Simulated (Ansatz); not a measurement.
Relaxed GeTe (alpha-GeTe type, space group R3m):

```yaml
crystal:
  lattice:
    - [2.11331, 1.22012, 3.63992]
    - [-2.11331, 1.22012, 3.63992]
    - [0.00000, -2.44024, 3.63992]
  atoms:
    - { symbol: Ge, position: [0.23423, 0.23423, 0.23423] }
    - { symbol: Te, position: [0.76577, 0.76577, 0.76577] }
```

In this cell atom 1 (Ge, nearest neighbour Te at 2.852 Å; its periodic images, 4.2 Å or more away, move with it) is moved by u·(1.000, 0.000, 0.000) + v·(0.000, 1.000, 0.000); the rest is frozen.

Computed with PBE (plane waves to 420 eV, PAW, scalar-relativistic; Ansatz, a program for electronic structure). k mesh 8×8×8 (Γ-centred), Fermi-Dirac smearing 0.05 eV. As the smearing reaches across the gap at some points, energies and forces of such displacements shift with the k mesh and the smearing. Fu and Fv are the components of the force on the atom. GeTe was relaxed with its symmetry unable to fall. Spin-orbit coupling is left out, though Te is heavy. The last digit holds for this mesh only.

Changes of Fv (eV/Å) from the point u = 0.000 Å, v = 0.000 Å when one coordinate moves alone (two changes are said to add if the coupling is within 5 % of the smaller one, nearly so within 20 %):

```json
[
 {"point": "u = 0.000 Å, v = -0.710 Å", "change": "4.168"},
 {"point": "u = 0.000 Å, v = -0.473 Å", "change": "1.844"},
 {"point": "u = 0.000 Å, v = -0.237 Å", "change": "0.541"},
 {"point": "u = -0.710 Å, v = 0.000 Å", "change": "-1.100"},
 {"point": "u = -0.473 Å, v = 0.000 Å", "change": "-0.431"},
 {"point": "u = -0.237 Å, v = 0.000 Å", "change": "-0.108"},
 {"point": "u = 0.237 Å, v = 0.000 Å", "change": "-0.108"},
 {"point": "u = 0.473 Å, v = 0.000 Å", "change": "-0.431"},
 {"point": "u = 0.710 Å, v = 0.000 Å", "change": "-1.100"},
 {"point": "u = 0.000 Å, v = 0.237 Å", "change": "-0.330"},
 {"point": "u = 0.000 Å, v = 0.473 Å", "change": "-0.932"},
 {"point": "u = 0.000 Å, v = 0.710 Å", "change": "-1.597"}
]
```

Problem. What is the change at u = -0.237 Å, v = 0.710 Å, where both move, and how far is it from the sum?

Solution. The sum of the single changes is -0.108 + (-1.597) = -1.705; the calculation gives -1.787, so the coupling contributes -0.082 (over 20 % of the smaller single change, not additive).

Problem. Do the two effects add at u = 0.710 Å, v = 0.237 Å? Give the computed change.

Solution. The sum of the single changes is -1.100 + (-0.330) = -1.430; the calculation gives -2.119, so the coupling contributes -0.689 (over 20 % of the smaller single change, not additive).

Problem. Do the two effects add at u = -0.473 Å, v = -0.473 Å? Give the computed change.

Solution. The sum of the single changes is -0.431 + (1.844) = 1.413; the calculation gives 1.714, so the coupling contributes 0.301 (over 20 % of the smaller single change, not additive).

(For displaced atoms, the force is minus the slope of the energy, and its curvature is a force constant, which sets phonon frequencies.)
